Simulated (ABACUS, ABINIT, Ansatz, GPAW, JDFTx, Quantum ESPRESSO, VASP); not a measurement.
Rh: programs and potentials compared

```xyz
1
Lattice="0.0000 1.8979 1.8979 1.8979 0.0000 1.8979 1.8979 1.8979 0.0000" Properties=species:S:1:pos:R:3 pbc="T T T"
Rh    0.0000    0.0000    0.0000
```

Alike in all runs: task single point; functional PBE; k mesh 12 × 12 × 12; occupations fermi-dirac, width 0.05 eV; no spin polarisation; no spin-orbit coupling. Pressure is positive in compression and, in plane waves, holds the error of the finite cutoff, which Ansatz's Pulay term estimates and takes out.

```tsv
program and potentials	plane-wave cutoff (eV)	notes	band gap (eV)	pressure (GPa)
Ansatz, all-electron LAPW, scalar-relativistic	-	-	no gap	7.24
VASP, PBE PAW files Rh_pv, 520 eV	520	15 valence electrons an atom on average	no gap	7.32
JDFTx, PseudoDojo-SR-PBE-0.5-standard	1197	17 valence electrons an atom on average	no gap	7.67
Quantum ESPRESSO, SSSP 1.3 efficiency PBE	816	17 valence electrons an atom on average	no gap	6.83
ABINIT, JTH PAW PBE v2.0	435	17 valence electrons an atom on average	no gap	6.80
ABACUS, PseudoDojo NC SR 0.4.1 PBE standard, plane waves	1211	17 valence electrons an atom on average	no gap	7.70
Ansatz, Ansatz PAW (earlier soft set)	420	17 valence electrons an atom on average; Pulay term of +0.12 GPa included	no gap	7.32
GPAW, GPAW PAW data sets (gpaw-data 1.2.1)	600	15 valence electrons an atom on average	no gap	9.26
```

None finds a gap. The pressure spans 6.80 (ABINIT, JTH PAW PBE v2.0) to 9.26 GPa (GPAW, GPAW PAW data sets (gpaw-data 1.2.1)), with all-electron results at 7.24.

The functional is the same throughout but for its coding, so the spread measures potentials, basis and numerics; runs on potential files found faulty are left out.

Every run puts the cell under compression, so PBE would relax rhodium to a somewhat larger lattice constant. This fits the functional's usual underbinding of the late 4d metals. Strong d bonding makes the metal stiff, so even a slight lattice mismatch costs several GPa. The missing gap is expected from the partly filled 4d band, which overlaps the broad sp band.

The two PseudoDojo runs, at 7.67 and 7.70 GPa, nearly coincide despite different codes, which suggests that their small offset from the all-electron value comes mainly from the potential. GPAW stands apart at 9.26 GPa. Leaving the 4s shell in the core can't by itself explain this, since VASP treats as many valence electrons and gives 7.32 GPa. An incomplete plane-wave basis normally lowers the apparent pressure, so the excess more probably lies in the data set or in other numerical settings. Agreement in pressure at one volume doesn't establish equal bulk moduli.
